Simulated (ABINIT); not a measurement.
Crystal: CdSe (Cadmoselite).

```
Cd Se
1.0
     4.30000    0.00000    0.00000
    -2.15000    3.72391    0.00000
     0.00000    0.00000    7.02000
Cd Se
2 2
Direct
  0.66667 0.33333 0.50000
  0.33333 0.66667 0.00000
  0.66667 0.33333 0.88500
  0.33333 0.66667 0.38500
```

- Program: ABINIT 10.8.3 (patched build)
- Task: single point
- Functional: PBE
- Potentials or basis: JTH PAW PBE v2.0
- Cutoff: 599 eV
- k mesh: 7 × 7 × 4
- Occupations: fermi-dirac, width 0.05 eV
- Spin: no spin polarisation

On this cell: pressure 3.1 GPa; largest force 0.285 eV/Å; band gap on the k mesh 0.69 eV, direct.

The same run follows on a disturbed copy (atoms moved at random, drawn with an rms of 0.05 Å):

```
Cd Se
1.0
     4.30000    0.00000    0.00000
    -2.15000    3.72391    0.00000
     0.00000    0.00000    7.02000
Cd Se
2 2
Cartesian
  2.1567 1.2342 3.5110
  -0.0038 2.5320 0.0033
  2.1947 1.2194 6.1770
  -0.0167 2.4663 2.6964
```

**Question.** What does the disturbed cell give?

**Answer.** The energy moves by +3.3 meV/atom; pressure 3.1 GPa; largest force 0.522 eV/Å; band gap on the k mesh 0.66 eV, direct.

Forces on the atoms (eV/Å):
```
Cd  -0.134 -0.064  0.172
Cd   0.206 -0.408  0.252
Se  -0.234  0.412 -0.102
Se   0.162  0.060 -0.323
```

Stress tensor (GPa, compression positive):
```
 3.03  0.71  0.08
 0.71  4.18 -0.51
 0.08 -0.51  2.14
```

